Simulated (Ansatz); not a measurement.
## SiC: the gap against volume

SiC, P6_3mc, a = 3.076 Å, c = 5.048 Å. The compound has several low-lying forms, and this is one of them. Ansatz: PBEsol, PAW, 420 eV, Γ-centred 12×12×6 mesh on 4 atoms, Gaussian smearing 0.02 eV; no spin polarisation. Shape and atoms are relaxed at each volume; x = ln(V/V0) with V0 = 10.339 Å³/atom. The gap is read at the mesh points alone.

| x | gap y (eV) |
| --- | --- |
| -0.0619 | 2.014 |
| -0.0305 | 2.072 |
| 0.0000 | ? |
| 0.0296 | 2.177 |
| 0.0583 | 2.222 |

Task: Fit a straight line to the other rows, give the volume deformation potential of the gap and its pressure coefficient, and predict the missing gap. B0 = 222.3 GPa.

Result: Means x = -0.001125, y = 2.1212; Σ(Δx)² = 0.009032, ΣΔxΔy = 0.01566; the slope is their ratio. y = 2.1232 + 1.7344 x. The slope is the deformation potential a = dE_g/d ln V = 1.73 eV, and dE_g/dP = −a/B0 = -7.80 meV/GPa. At x = 0.0000 the fit asked for gives 2.123 eV. The run gave 2.125 eV, so the fit is 0.002 eV too low, within the rms miss on the fitted rows (0.002 eV).

Semilocal functionals give gaps under the measured ones; changes of the gap mostly carry over better.